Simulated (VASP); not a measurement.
# BaS (Fm-3m) in VASP: a series of runs, part 2 of 2

VASP 6.6.1.

### 4 Single point, PBEsol

This run uses another cell than the first one, of 31.27 Å³/atom, 1.091 times its volume.

The input, INCAR:

```
PREC     = Accurate       # precision mode
ENCUT    = 520            # plane-wave cutoff, eV
EDIFF    = 1E-6           # SCF threshold, eV
ISMEAR   = 0              # smearing method
SIGMA    = 0.01           # smearing width, eV
LREAL    = F              # projectors in reciprocal space
LASPH    = T              # aspherical terms in the spheres
NELM     = 80             # most SCF steps
ALGO     = Normal         # electronic algorithm
ISIF     = 2              # what is computed and relaxed
LWAVE    = F              # write WAVECAR
LCHARG   = T              # write CHGCAR
GGA      = PS             # functional
LELF     = T              # ELF
LVHAR    = T            
NBANDS   = 15             # bands
```

The input, KPOINTS:

```
regular mesh
0
Gamma
  6 6 6
```

The input, POSCAR:

```
BaS
1.0
    0.0000000000      3.1505859250      3.1505859250
    3.1505859250      0.0000000000      3.1505859250
    3.1505859250      3.1505859250      0.0000000000
Ba S
1 1
Direct
    0.0000000000      0.0000000000      0.0000000000
    0.5000000000      0.5000000000      0.5000000000
```

Potentials or basis: VASP PAW PBE potentials, release 64 (Ba_sv, S).

Started as:

```sh
$ cat potpaw_PBE.64/Ba_sv/POTCAR potpaw_PBE.64/S/POTCAR > POTCAR
$ mpirun -np 1 vasp_std > vasp.out
```

OUTCAR:

```text
PREC = Accurate
   ENCUT = 520
   EDIFF = 1E-6
   ISMEAR = 0
   LREAL = F
   LASPH = T
   NELM = 80
   ISIF = 2
   GGA = PS

 ion  position               nearest neighbor table
   1  0.000  0.000  0.000-   2 3.15   2 3.15   2 3.15   2 3.15   2 3.15   2 3.15
   2  0.500  0.500  0.500-   1 3.15   1 3.15   1 3.15   1 3.15   1 3.15   1 3.15

  LATTYP: Found a face centered cubic cell.
 ALAT       =     6.3011718500

  Lattice vectors:

 A1 = (   0.0000000000,   3.1505859250,   3.1505859250)
 A2 = (   3.1505859250,   0.0000000000,   3.1505859250)
 A3 = (   3.1505859250,   3.1505859250,   0.0000000000)

Analysis of symmetry for initial positions (statically):
=====================================================================
 Subroutine PRICEL returns:
 Original cell was already a primitive cell.

 Routine SETGRP: Setting up the symmetry group for a
 face centered cubic supercell.

 Subroutine GETGRP returns: Found 48 space group operations
[... 9 lines left out ...]

 Routine SETGRP: Setting up the symmetry group for a
 face centered cubic supercell.

[... 153 lines left out ...]
      1     -24.3525      2.00000
      2      -9.3893      2.00000
      3      -9.3893      2.00000
      4      -9.3893      2.00000
      5      -8.8567      2.00000
      6       1.5609      2.00000
      7       1.5609      2.00000
      8       1.5609      2.00000
      9       5.1680      0.00000
     10       5.3417      0.00000
     11       5.3417      0.00000
     12       5.3417      0.00000
     13       6.3404      0.00000
     14       6.3404      0.00000
[... 257 lines left out ...]
      2      -9.9869      2.00000
      3      -9.8859      2.00000
      4      -9.7099      2.00000
      5      -8.2227      2.00000
      6       0.5938      2.00000
      7       1.0501      2.00000
      8       1.1758      2.00000
      9       4.6369      0.00000
     10       7.1020      0.00000
     11       7.8803      0.00000
     12       8.6779      0.00000
     13       9.2848      0.00000
     14      10.0813      0.00000
     15      11.5616      0.00000

------------------------ aborting loop because EDIFF is reached ----------------------------------------

  FORCE on cell =-STRESS in cart. coord.  units (eV):
  Direction    XX          YY          ZZ          XY          YZ          ZX
  --------------------------------------------------------------------------------------
  -------------------------------------------------------------------------------------
  Total        0.5553438      0.5553438      0.5553438      0.0000000      0.0000000     -0.0000000
  in kB       14.2255336     14.2255336     14.2255336      0.0000000      0.0000000     -0.0000000
  external PRESSURE =      14.2255336 kB  Pullay stress =       0.0000000 kB

 VOLUME and BASIS-vectors are now :
 -----------------------------------------------------------------------------
  energy-cutoff  :      520.00
  volume of cell :       62.55
      direct lattice vectors                 reciprocal lattice vectors
     0.000000000  3.150585925  3.150585925    -0.158700639  0.158700639  0.158700639
     3.150585925  0.000000000  3.150585925     0.158700639 -0.158700639  0.158700639
     3.150585925  3.150585925  0.000000000     0.158700639  0.158700639 -0.158700639

 POSITION                                       TOTAL-FORCE (eV/Angst)
 -----------------------------------------------------------------------------------
      0.00000      0.00000      0.00000         0.000000      0.000000      0.000000
      3.15059      3.15059      3.15059         0.000000      0.000000     -0.000000
 -----------------------------------------------------------------------------------
    total drift:                                0.000000      0.000000      0.000000

  FREE ENERGIE OF THE ION-ELECTRON SYSTEM (eV)
  ---------------------------------------------------
  free  energy   TOTEN  =       -10.7108598426 eV

  energy  without entropy=      -10.7108598426  energy(sigma->0) =      -10.71085984
```

It took 7.4 s on 1 thread of Intel Xeon 6975P-C (Granite Rapids), shared host; peak memory 0.2 GiB.

What came out:

| Item | Value |
| --- | --- |
| Free energy | -10.7109 eV |
| Pressure | 1.4 GPa |
| Band gap on the k mesh | 1.90 eV, indirect (least direct gap 2.02 eV) |

Caveat: the PAW data sets were made with another functional, which shifts forces and pressure a little; spin-orbit coupling is left out, which moves the levels of the heavy elements.

### 5 Single point, PBEsol

This run uses another cell than the first one, of 32.58 Å³/atom, 1.136 times its volume.

The input, INCAR:

```
SYSTEM = BaS
PREC = Accurate
ENCUT = 520
EDIFF = 1E-6
ISMEAR = 0
SIGMA = 0.01
LREAL = .False.
LASPH = .True.
NELM = 60
ALGO = Normal
ISIF = 2
LWAVE = .False.
LCHARG = .False.
GGA = PS
NBANDS = 15
```

The input, KPOINTS:

```
regular mesh
0
Gamma
  6 6 6
  0 0 0
```

The input, POSCAR:

```
BaS
1.0
    0.0000000000      3.1937500000      3.1937500000
    3.1937500000      0.0000000000      3.1937500000
    3.1937500000      3.1937500000      0.0000000000
Ba S
1 1
Direct
    0.0000000000      0.0000000000      0.0000000000
    0.5000000000      0.5000000000      0.5000000000
```

Started as:

```sh
$ cat potpaw_PBE.64/Ba_sv/POTCAR potpaw_PBE.64/S/POTCAR > POTCAR
$ mpirun -np 1 vasp_std > vasp.out
```

Run time: 6.9 s. Hardware: 1 thread of Intel Xeon 6975P-C (Granite Rapids), shared host; peak memory 0.2 GiB.

It converged, with:

```
Free energy            : -10.7179 eV
Pressure               : -0.5 GPa
Band gap on the k mesh : 1.98 eV, indirect (least direct gap 2.12 eV)
```

Levels at points of the mesh, in eV from the valence-band top:
| k point | band 6 | band 7 | band 8 | band 9 | band 10 | band 11 |
| --- | --- | --- | --- | --- | --- | --- |
| (0.00, 0.00, 0.00) | 0.00 | 0.00 | 0.00 | 3.41 | 3.78 | 3.78 |
| (0.50, 0.00, 0.00) | -2.00 | -1.11 | -1.11 | 5.47 | 5.52 | 6.26 |
| (0.50, 0.50, 0.00) | -0.54 | -0.14 | -0.14 | 1.98 | 5.90 | 5.92 |

Caveat: the PAW data sets were made with another functional, which shifts forces and pressure a little; spin-orbit coupling is left out, which moves the levels of the heavy elements.

### 6 The runs side by side

| cell | gap on the mesh (eV) | pressure (GPa) |
| --- | --- | --- |
| a = 4.328 Å, angles 60.0°, 2 atoms | 1.70 | 6.9 |
| a = 4.393 Å, angles 60.0°, 2 atoms | 1.81 | 3.9 |
| a = 4.456 Å, angles 60.0°, 2 atoms | 1.90 | 1.4 |
| a = 4.517 Å, angles 60.0°, 2 atoms | 1.98 | -0.5 |

Alike in all rows: task single point; level PBEsol; potentials or basis VASP PAW PBE potentials, release 64 (Ba_sv, S); no spin polarisation; k mesh 6 × 6 × 6; cutoff (eV) 520; smearing gaussian 0.01 eV.

Caveats: the PAW data sets were made with another functional, which shifts forces and pressure a little; spin-orbit coupling is left out, which moves the levels of the heavy elements.

Absolute energies hang on the potentials; compare differences alone.

### 7 Comparison with measurements

Step 4. Against the measured gap of BaS, 3.806 eV (indirect; 2 K; a printed reference work, monograph, original work of 1988), the calculated 1.90 eV is off by -1.90 eV. So large a miss can be the level of theory's own, or it may mean another phase, state or a wrong row. Spin-orbit coupling on Ba is left out. The value is that of PBEsol on a finite k mesh, which can miss the band edges, without temperature or zero-point motion. Semilocal functionals fall short of measured gaps as a rule.

Step 5. Against the measured gap of BaS, 3.806 eV (indirect; 2 K; a printed reference work, monograph, original work of 1988), the calculated 1.98 eV is off by -1.82 eV. Spin-orbit coupling on Ba is left out. The value is that of PBEsol on a finite k mesh, which can miss the band edges, without temperature or zero-point motion. Semilocal functionals fall short of measured gaps as a rule.
